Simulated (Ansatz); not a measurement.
# GaP: the cost of one run

All numbers below are computed with Ansatz 0.2.0 (DFT PBE, scalar-relativistic, plane waves, PAW).

6 further runs of the same task are left out: 2 that didn't finish, 4 set aside as unsound or not needed.

## Step 1: The structure to begin with

The cell holds 32 atoms (Ga15P16Sm): a = 9.535 Å, b = 9.535 Å, c = 9.535 Å, α = 109.47°, β = 109.47°, γ = 109.47°.

The coordinates of this cell stand in the input of its own run.

The host was relaxed before at PBE: a = 5.505 Å, b = 5.505 Å, c = 5.505 Å, α = 90.00°, β = 90.00°, γ = 90.00° (conventional cell), 20.855 Å³/atom.

Places, in fractions of the supercell: Sm in place of Ga at (0.250, 0.500, 0.250). The start keeps the symmetry of the ideal site.

## Step 2: Band edges of the host over the zone

The input, input.yaml:

```yaml
crystal:
  lattice:
    - [0.0, 2.7525584885, 2.7525584885]
    - [2.7525584885, 0.0, 2.7525584885]
    - [2.7525584885, 2.7525584885, 0.0]
  atoms:
    - { symbol: Ga, position: [0.0, 0.0, 0.0] }
    - { symbol: P, position: [0.25, 0.25, 0.25] }
basis:
  ecutwfc: 420
  xc_grid: 2
kpoints:
  mp_grid: { grid: [8, 8, 8] }
  band_path: { path: [VBM, CBM], npoints: 2 }
hamiltonian:
  xc: pbe
scf:
  occupations: { method: gaussian, width: 0.02 }
output:
  forces: true
  stress: true
  eigenvalues: true
```

Started as:

```sh
> ansatz run input.yaml --threads 8 --pin off --max-ram 14336MiB --backend cpu --events-out ev --progress --plain --runs-dir out
```

**Question.** How long does this run take on 8 threads of Arm Neoverse V1, shared host, and how much memory does it need?

About 1 s, with a peak of 0.34 GiB.
